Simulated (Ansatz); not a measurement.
TiCo, 2 atoms in the cell. Symmetry: Pm-3m, No. 221, cubic system. The conventional cell has a = 2.986 Å, b = 2.986 Å, c = 2.986 Å, α = 90.00°, β = 90.00°, γ = 90.00°. Around Co (site symmetry m-3m) lie 8 Ti at 2.59 Å. Ti (site symmetry m-3m) has 8 Co at 2.59 Å as nearest neighbours. The cell comes from a database or a generator and needn't be the stable form of this composition.

```yaml
Program: Ansatz 0.2.0
Task: relaxation of cell and atoms
Functional: PBEsol
Potentials_or_basis: Ansatz PAW
Cutoff: "420 eV (not typed: the program's choice for these potentials)"
k_mesh: 9 × 9 × 9
Occupations: fermi-dirac, width 0.05 eV
Spin: collinear spin, ferromagnetic start
Starting_moments: "[2.0, 1.0] μB"
Target_pressure: 5 GPa
Target_pressure_GPa: 5
```

Potentials or basis: Ansatz PAW.

Run with:

```sh
$ ansatz run input.yaml --threads 2 --pin off --max-ram 5632MiB --backend cpu --events-out ev --progress --plain --runs-dir out
```

Hardware: 2 threads of Arm Neoverse V2, with other jobs on the host.

Estimate the wall time of this run.

Run time: 7.5 s on 2 threads of Arm Neoverse V2, with other jobs on the host, peak memory 0.32 GiB. Counts: scf iterations 55, plane waves 461, k points 35, bands 20, ion steps 5.
